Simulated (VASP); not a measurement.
## W: changing the Hubbard U on W d

Symmetry: Im-3m, No. 229, cubic system. Conventional cell: a = 3.165 Å, b = 3.165 Å, c = 3.165 Å, α = 90.00°, β = 90.00°, γ = 90.00°. Around W (site symmetry m-3m) lie 8 W at 2.74 Å.

Kept alike: task single point; functional LDA; k mesh 12 × 12 × 12; occupations fermi-dirac, width 0.05 eV; no spin polarisation. Program: VASP, LDA PAW files W_sv, 520 eV. The mesh is that of the run's cell of 1 atom. No spin-orbit coupling.

```tsv
Hubbard U on W d, U (eV)	pressure (GPa)
2	-1.63
3	1.35
4	?
5	7.68
6	11.12
8	18.25
```

Pressure is positive in compression; the values hold the error of the finite cutoff, so their zero can differ a little from the energy's minimum. U acts here on a shell without spin polarisation. For a metal such a mesh leaves the last digits unconverged. How U acts hangs on the program's projectors. U enters in Dudarev's form.

Fit the rows shown and predict the run at 4 eV.

A least-squares parabola through the rows shown is pressure = 0.06712 U² + 2.6435 U - 7.187 (largest miss 0.030); at U = 4 it gives 4.46 GPa. The run gave: pressure 4.42 GPa.

At fixed volume, pressure rises with U in every row, from -1.63 GPa at 2 eV to 18.25 GPa at 8 eV, so a larger U favours a larger cell. Tungsten's cohesion comes from a broad, roughly half-filled 5d band whose bonding states are mostly occupied. U penalises the fractional d occupations that such itinerant bonding entails. Compression probably increases this penalty by raising the d weight on each atom, which would account for the outward push. The slight upward curvature suggests that the occupations also readjust as U grows.

The parabola interpolates well, giving 4.46 GPa against the computed 4.42 GPa. Its negative intercept, though an extrapolation, fits the usual overbinding of LDA near the experimental lattice constant. The sign change between 2 and 3 eV therefore looks like a repulsive correction offsetting that overbinding, not evidence of strong local correlation in a wide, well-screened 5d band. Agreement in volume alone would not validate a U for tungsten's electronic structure.
